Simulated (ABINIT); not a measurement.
The system is Al2O3 (Corundum).

```
CELL_PARAMETERS angstrom
2.38025 1.37424 4.33187
-2.38025 1.37424 4.33187
0.00000 -2.74848 4.33187
ATOMIC_POSITIONS crystal
Al 0.85216 0.85216 0.85216
Al 0.64784 0.64784 0.64784
Al 0.14784 0.14784 0.14784
Al 0.35216 0.35216 0.35216
O 0.05668 0.75000 0.44332
O 0.75000 0.44332 0.05668
O 0.44332 0.05668 0.75000
O 0.94332 0.25000 0.55668
O 0.25000 0.55668 0.94332
O 0.55668 0.94332 0.25000
```

Base run:

| Item | Value |
| --- | --- |
| Program | ABINIT 10.8.3 (patched build) |
| Functional | PBE |
| Potentials or basis | JTH PAW PBE v2.0 |
| Cutoff | 626 eV |
| k mesh | 7 × 7 × 7 |
| Occupations | fermi-dirac, width 0.05 eV |
| Spin | no spin polarisation |

Its results: band gap on the k mesh 6.20 eV, direct; pressure 7.3 GPa; largest force 0.071 eV/Å.

Task: The run is repeated on the same cell with these changes: functional from PBE to PW91. What comes out?

Result: Band gap on the k mesh 6.23 eV, direct; pressure 6.4 GPa; largest force 0.051 eV/Å.

Caveats: an odd mesh through Γ misses points on the zone boundary, where band edges often lie (some runs); the PAW data sets were made with another functional, which shifts forces and pressure a little (some runs).

Not every run made on this cell is shown here.
